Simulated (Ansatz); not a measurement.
Ansatz input

```yaml
crystal:
  lattice:
    - [2.937199741, 0.0, 0.0]
    - [-1.4685998705, 2.5436895917, 0.0]
    - [0.0, 0.0, 2.8992767341]
  atoms:
    - { symbol: B, position: [0.0, 0.0, 0.0] }
    - { symbol: B, position: [0.3333333333, 0.6666666667, 0.5] }
    - { symbol: B, position: [0.6666666667, 0.3333333333, 0.5] }
hamiltonian:
  xc: pbe
  pseudopotentials:
    kind: paw
    azcp:
      B: "pseudopotentials/B.paw.azcp"
basis:
  ecutwfc: 420
  fft_grid_basis: typed
kpoints:
  mp_grid: { grid: [14, 14, 13], shift: [0, 0, 0] }
magnetization:
  spin_polarized: false
scf:
  occupations: { method: fermi_dirac, width: 0.1 }
  lower_state_search: "off"
output:
  stress: true
  write_density: true
  write_potential: true
  elf: true
  volumetric_format: npy
```

Output

```
Engine: ansatz 0.2.0, x86_64-unknown-linux-gnu
Pseudopotentials: kind: paw
Pseudopotential: B, paw, valence charge 3, recommended cutoff 420 eV (normal) 
Functional definition: PBE
  parameter kappa = 0.804
  parameter beta = 0.06672455060314922
  exchange = pbe_x(kappa = kappa, mu = beta*pi^2/3)
  correlation = pbe_c(beta = beta)
Crystal: 3 atoms, lattice volume = 21.661 Å³
Basis set: ecut = 420 eV, 405 PW (Γ)
Bands: 9, of which v1, the nominal top of the filled ones, is band 5 counted from 1 (4 counted from 0)
Symmetry: 24 space group operations
Space group: P6/mmm (ITA 191), of the structure as read, at distance tolerance 2.8e-5 Å
k-points: 168 of 2548
Non-local potential: B, projectors of the file, l = 0: 2, l = 1: 2, l = 2: 1
PAW form: soft (Blöchl's): semilocal exchange-correlation on the pseudo side does not see the compensation charge
PAW one-centre angular grid: B, 110 points (default); XC on 64 Gauss nodes
Initial density: superposition of atomic densities (neutral atoms: chi_scale 0, normalization atom), corrected by the library's trained network
Initial wavefunctions: pseudopotential atomic-orbital guess
Functional: x = pbe(κ = 0.804, μ = 0.2195149727645171), c = pbe(β = 0.06672455060314922)
SCF iter   1: F=—  HF=-464.601978 eV  |F-HF|=—  |Δ(HF+E_count)|=         —  Δρ=6.60e-3  dr2=6.54e-3  ethr=1.77e-3  ⟨swp⟩=4.7  Hψ=9195  notcnv=0
SCF iter   2: F=—  HF=-464.601937 eV  |F-HF|=—  |Δ(HF+E_count)|=   4.13e-5  Δρ=4.24e-3  dr2=3.29e-3  ethr=7.27e-5  ⟨swp⟩=1.0  Hψ=2856  notcnv=0
SCF iter   3: F=—  HF=-464.601511 eV  |F-HF|=—  |Δ(HF+E_count)|=   4.26e-4  Δρ=3.83e-4  dr2=1.10e-5  ethr=3.66e-5  ⟨swp⟩=1.9  Hψ=2021  notcnv=0
SCF iter   4: F=—  HF=-464.601518 eV  |F-HF|=—  |Δ(HF+E_count)|=   6.94e-6  Δρ=5.99e-5  dr2=3.80e-7  ethr=1.22e-7  ⟨swp⟩=2.3  Hψ=2263  notcnv=0
iter 5 did not close the SCF: its close was put off for the readings that it lacked (scf_convergence_deferred on its scf_iter line)
SCF iter   5: F=-464.601518 eV  HF=-464.601518 eV  |F-HF|=9.18e-10  |Δ(HF+E_count)|=   2.28e-7  Δρ=6.95e-6  dr2=7.57e-9  ethr=4.23e-9  ⟨swp⟩=2.0  Hψ=2179  notcnv=0
SCF iter   6: F=-464.601518 eV  HF=-464.601518 eV  |F-HF|=1.88e-11  |Δ(HF+E_count)|=   1.28e-9  Δρ=8.46e-7  dr2=9.01e-11  ethr=8.41e-11  ⟨swp⟩=4.5  Hψ=6991  notcnv=0
SCF 1 converged in 6 iterations: F = -464.601518 eV  dr2 = 9.01e-11
SCF converged after 6 iterations
Free energy (F): -464.601518 eV
Harris-Foulkes:  -464.601518 eV  (|F-HF|=1.88e-11)
Internal energy: -464.585624 eV  (E = F + TS)
E sigma→0 (E₀):  -464.593571 eV
Entropy (-TS):   -0.015894 eV (-5.298 meV/atom)
Fermi energy:    10.493162 eV
--- Per-component energies (eV) ---
  E_band       = 33.987191
  E_kinetic    = 137.946598
  E_local      = -34.150605  (includes V_loc(G=0)·N_el)
  E_nonlocal   = 35.349013
  E_hartree    = 7.075091
  E_xc         = -94.262364
  E_vxc        = -111.745976  (∫ρ·V_xc dr)
  E_paw        = -235.297241  (= ΣΔE_a)
  E_vpaw       = -7.561977  (= ΣTr[D̂ρ^β])
  E_aug_tail   = -0.000006  (compensation charges beyond the density's cutoff)
  E_ewald      = -281.246108
  E_smearing   = -0.015894  (= −TS)
  E_closure    = 0.000000  (closes the sum)
  Σ components = -464.601518   (vs F -464.601518, Δ=0.00e0)
--- Stress (GPa, compression-positive) ---
      -17.864143      -0.000000       0.000000
       -0.000000     -17.864143       0.000000
        0.000000       0.000000      -9.566211
  P = ⅓ Tr σ = -15.0982 GPa (-150.982 kbar)
--- Band table (eV; the first three rows and the last of 168) ---
  k-point 0: bands = ["-5.6495", "6.5712", "9.5267", "9.5267", "11.4195", "11.4195", "12.1793", "19.2430", "19.6869"]
  k-point 1: bands = ["-5.5645", "5.9179", "9.5669", "9.5669", "11.5089", "11.5089", "12.8442", "19.1774", "19.8515"]
  k-point 2: bands = ["-5.3104", "4.5254", "9.6812", "9.6812", "11.7749", "11.7749", "14.1955", "19.0090", "20.1322"]
  k-point 167: bands = ["1.9705", "2.8884", "3.7675", "4.9613", "5.4777", "6.7180", "16.9927", "19.8349", "20.8748"]
```

Launched by

```sh
ansatz run input.yaml --threads 1 --pin off --max-ram 3584MiB --backend cpu --events-out ev --progress --plain --runs-dir out
```

On 1 thread of Intel(R) Xeon(R) Platinum 8259CL CPU @ 2.50GHz (Skylake/Cascade Lake) (shared host) this took about 5.1 s of wall time and 4.3 s of CPU time.
